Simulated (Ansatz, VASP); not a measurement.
# BAs in VASP and in Ansatz

Contents of INCAR:

```
SYSTEM = BAs
  PREC = Accurate
  ENCUT = 520
  EDIFF = 1E-6
  ISMEAR = -1
  SIGMA = 0.03
  LREAL = .FALSE.
  LASPH = .TRUE.
  NELM = 80
  ALGO = Normal
  ISIF = 2
  LWAVE = .FALSE.
  LCHARG = .TRUE.
  GGA = PE
  LELF = .TRUE.
  LVHAR = .TRUE.
  NBANDS = 11
```

The input KPOINTS:

```
regular mesh
0
G
  15 15 15
  0 0 0
```

Contents of POSCAR:

```
BAs
1.0
    0.0000000000      2.3964352742      2.3964352742
    2.3964352742      0.0000000000      2.3964352742
    2.3964352742      2.3964352742      0.0000000000
B As
1 1
Direct
    0.0000000000      0.0000000000      0.0000000000
    0.7500000000      0.7500000000      0.7500000000
```

Input for Ansatz:

```yaml
crystal:
  lattice:
    - [0.0, 2.3964352742, 2.3964352742]
    - [2.3964352742, 0.0, 2.3964352742]
    - [2.3964352742, 2.3964352742, 0.0]
  atoms:
    - { symbol: B, position: [0.0, 0.0, 0.0] }
    - { symbol: As, position: [0.75, 0.75, 0.75] }
kpoints:
  mp_grid: { grid: [15, 15, 15] }
  band_path:
    path:
      - [0.0, 0.0, 0.0]
      - [-0.5, -0.5, 0.0]
      - [-0.375, -0.375, 0.25]
      - [-0.375, 0.0, 0.375]
      - [0.0, 0.0, 0.0]
      - [0.0, 0.0, 0.5]
      - [-0.5, -0.25, 0.25]
      - [-0.5, -0.5, 0.0]
    npoints: 5
scf:
  occupations: { method: fermi_dirac, width: 0.03 }
hamiltonian:
  xc: pbe
  pseudopotentials: { kind: all_electron, lapw: { basis_error: 0.00025 } }
output:
  forces: true
  stress: true
  eigenvalues: true
```

Change from the starting cell: volume scaled by 1.01.

Alike in both runs: task single point; functional PBE; k mesh 15 × 15 × 15; occupations fermi-dirac, width 0.03 eV; no spin polarisation.

```csv
,VASP,Ansatz
version,VASP 6.6.1,Ansatz 0.2.0
potentials or method,"VASP PAW PBE potentials, release 64 (B, As)","all-electron LAPW, scalar-relativistic"
plane-wave cutoff (eV),520,see its input
```

|  | VASP | Ansatz | Ansatz less VASP |
| --- | --- | --- | --- |
| gap on the k mesh at the Fermi level (eV) | 1.19 | 1.20 | +0.011 |
| pressure (GPa) | 2.0 | 1.3 | -0.66 |

Ansatz ran all-electron here, so the differences hold the error of VASP's frozen core and of both bases.

Caveats: an odd mesh through Γ misses points on the zone boundary, where band edges often lie.
